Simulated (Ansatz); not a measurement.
# Deforming Hf

```yaml
crystal:
  lattice:
    - [3.19670, 0.00000, 0.00000]
    - [-1.59835, 2.76842, 0.00000]
    - [0.00000, 0.00000, 5.05780]
  atoms:
    - { symbol: Hf, position: [0.33333, 0.66667, 0.25000] }
    - { symbol: Hf, position: [0.66667, 0.33333, 0.75000] }
```

Atoms are numbered in the order listed.

The cell is COD entry 9008501, as deposited and not checked against the literature; nothing was relaxed.

Spin–orbit coupling is left out, though it moves levels of the heavy atoms by tenths of an eV or more.

The calculation used DFT, PBE, all-electron PAW with datasets made for the crystal, scalar-relativistic (Ansatz 0.2.0).

Settings: a Γ-centred 13×13×7 k mesh, Fermi–Dirac smearing of 0.05 eV, cutoff 400 eV (chosen by the program for this cell), no spin polarisation.

The unchanged cell is at 0.80 GPa.

In a metal, stresses and small energies carry noise from the k mesh.

x, y and z are the Cartesian axes of the cell as listed; fractional coordinates follow a strain, and an engineering shear is twice the off-diagonal strain component.

Question: With this change (z strained by +1 % at fixed volume), what becomes of the energy and stress?

Answer: Energy change +1 meV/atom; stress change (xx, yy, zz, yz, xz, xy) 0.58, 0.58, -1.30, 0.00, 0.00, 0.00 GPa, compression positive.
